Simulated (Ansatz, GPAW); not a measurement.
This is a calculation of SrO for Ansatz 0.2.0. 

input.yaml

```yaml
crystal:
  lattice:
    - [0.0, 2.5663, 2.5663]
    - [2.5663, 0.0, 2.5663]
    - [2.5663, 2.5663, 0.0]
  atoms:
    - { symbol: Sr, position: [0.5, 0.5, 0.5] }
    - { symbol: O, position: [0.0, 0.0, 0.0] }
kpoints:
  mp_grid: { grid: [9, 9, 9] }
scf:
  occupations: { method: gaussian, width: 0.019 }
hamiltonian:
  xc: pbe
  pseudopotentials: { kind: all_electron, lapw: { basis_error: 0.001 } }
output:
  forces: true
  stress: true
  eigenvalues: true
```

Potentials or basis: all-electron LAPW, scalar-relativistic.

Launch:

```console
$ ansatz run input.yaml --threads 1 --pin off --max-ram 3072MiB --backend cpu --events-out ev --progress --plain --runs-dir out
```

Translate it to GPAW 26.7.0 (ASE script). Potentials or basis there: GPAW PAW data sets (gpaw-data 1.2.1), cutoff 800 eV.

As run (cutoffs and basis follow the program's own potentials, and thresholds, step limits or extra output files can differ):

The input run.py:

```python
from ase.dft.bandgap import bandgap
from ase.io import read, write
from ase.units import GPa
from gpaw import GPAW, PW

atoms = read('SrO.xyz')

calc = GPAW(mode=PW(800),
            xc='PBE',
            kpts={'size': (9, 9, 9), 'gamma': True},
            occupations={'name': 'methfessel-paxton', 'order': 0, 'width': 0.019000000000000003},
            nbands=16,
            convergence={'density': 1e-05, 'energy': 1e-05},
            maxiter=150,
            txt='gpaw.txt')
atoms.calc = calc
energy = atoms.get_potential_energy()
forces = atoms.get_forces()
stress = atoms.get_stress()
calc.write('gs.gpw')
write('result.traj', atoms)
print(f'Energy: {energy:.6f} eV')
print('Forces (eV/A):')
print(forces.round(4))
print('Stress (GPa):', (stress / GPa).round(3))
print('Fermi level:', round(calc.get_fermi_level(), 4), 'eV')
print(f'Gap: {bandgap(calc)[0]:.4f} eV, direct: {bandgap(calc, direct=True)[0]:.4f} eV')
```

Contents of SrO.xyz:

```xyz
2
Lattice="0.0000000000 2.5663000000 2.5663000000 2.5663000000 0.0000000000 2.5663000000 2.5663000000 2.5663000000 0.0000000000" Properties=species:S:1:pos:R:3 pbc="T T T"
Sr     2.5663000000      2.5663000000      2.5663000000
O      0.0000000000      0.0000000000      0.0000000000
```

Potentials or basis: GPAW PAW data sets (gpaw-data 1.2.1), pw.

Command:

```sh
$ OMP_NUM_THREADS=1 python run.py
```

Both were run:

|  | Ansatz | GPAW |
| --- | --- | --- |
| Pressure | 3.3 GPa | 3.8 GPa |

Where Ansatz's input types no cutoff or centring, it takes its own default and a Γ-centred mesh.

Pressure is positive in compression.
